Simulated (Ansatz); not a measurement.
BaS in the h-MgO structure, relaxed with r2SCAN. Around Ba lie 5 S at 3.11–3.19 Å; around S lie 5 Ba at 3.11–3.19 Å.

Space group P6_3/mmc (No. 194). a = 5.384 Å, b = 5.384 Å, c = 6.382 Å, α = 90.00°, β = 90.00°, γ = 120.00°
```csv
atom,site,symmetry,x,y,z
Ba,2c,-6m2,0.3333,0.6667,0.2500
S,2d,-6m2,0.6667,0.3333,0.2500
```

The questions ask for values computed with Ansatz on this geometry. These are computed values for a non-magnetic cell that may be hypothetical; none is a measurement.

**Question.** What gap does LDA give, and where are the band edges?

**Answer.** LDA gives an indirect gap of 2.36 eV, from Γ to K; the least direct gap is 2.47 eV at K.

**Question.** What does PBE give for the gap (6×6×4 mesh)?

**Answer.** PBE gives an indirect gap of 2.56 eV, from Γ to K; the least direct gap is 2.67 eV at K. The gap differs by +0.20 eV from LDA's.

**Question.** What does PBE+SOC give for the gap (6×6×4 mesh)?

**Answer.** With PBE+SOC the valence top lies at Γ and the conduction bottom at K, 2.56 eV higher; the smallest vertical gap, at K, is 2.65 eV. Spin-orbit coupling itself accounts for 0.00 eV. The gap differs by +0.20 eV from LDA's.

**Question.** What does r2SCAN give for the gap (6×6×4 mesh)?

**Answer.** r2SCAN gives an indirect gap of 2.90 eV, from Γ to K; the least direct gap is 3.02 eV at K. The gap differs by +0.54 eV from LDA's.

**Question.** How strongly does the crystal screen a field with clamped ions (r2SCAN)?

**Answer.** The clamped-ion dielectric constant comes out as 3.47 along x and y, 3.83 along z. Born charges, averaged over directions: Ba +2.30, S -2.30 e.

Only the levels marked +SOC include spin-orbit coupling.
